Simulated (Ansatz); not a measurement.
Structure types of In compared at 280 GPa

Structure types of In are relaxed in primitive cells with their symmetry kept at 280 GPa, first on PAW files, then by LAPW. The enthalpy is E + pV at zero temperature, without zero-point motion. Only the types listed were tried, and differences under about 5 meV/atom are mesh noise. Not among the end structures: fcc, which may lie lower.

Computed with Ansatz 0.2.0; functional PBE, scalar-relativistic. Settings: Fermi–Dirac smearing of 0.05 eV, no spin polarisation. Methods: LAPW: all electrons, basis error target 0.5 meV/atom; PAW: frozen-core files, cutoff 420 eV.

k meshes: bcc 19×19×19, hcp 17×17×9, simple hexagonal 18×18×17, diamond 14×14×14, omega 9×9×13.

**Question.** Order the types by LAPW enthalpy, lowest first.
A. diamond
B. omega
C. simple hexagonal
D. bcc
E. hcp

**Answer.** E (0 meV/atom), D (108 meV/atom), B (206 meV/atom), C (616 meV/atom), A (6354 meV/atom).

```json
{"start type": "bcc", "ends as": "bcc, Im-3m", "a, b, c (Å)": "2.855, 2.855, 2.855", "V (Å³/atom)": "11.64", "H − H(lowest), LAPW (meV/atom)": "108.2", "same, PAW": "107.4"}
{"start type": "hcp", "ends as": "hcp, P6_3/mmc", "a, b, c (Å)": "2.528, 2.528, 4.194", "V (Å³/atom)": "11.60", "H − H(lowest), LAPW (meV/atom)": "0.0", "same, PAW": "0.0"}
{"start type": "simple hexagonal", "ends as": "simple hexagonal, P6/mmm", "a, b, c (Å)": "2.426, 2.426, 2.325", "V (Å³/atom)": "11.85", "H − H(lowest), LAPW (meV/atom)": "616.2", "same, PAW": "611.1"}
{"start type": "diamond", "ends as": "diamond, Fd-3m", "a, b, c (Å)": "4.806, 4.806, 4.806", "V (Å³/atom)": "13.87", "H − H(lowest), LAPW (meV/atom)": "6354.1", "same, PAW": "6328.8"}
{"start type": "omega", "ends as": "omega, P6/mmm", "a, b, c (Å)": "4.076, 4.076, 2.434", "V (Å³/atom)": "11.67", "H − H(lowest), LAPW (meV/atom)": "205.9", "same, PAW": "204.7"}
```

**Question.** Split the lead of hcp over bcc into energy and pV.

**Answer.** For bcc less hcp: ΔE = +50.9 meV/atom, and p·ΔV = 280 GPa × +0.0328 Å³ × 6.242 meV/(GPa·Å³) = +57.3 meV/atom, together 108.2 meV/atom. hcp wins on both counts.
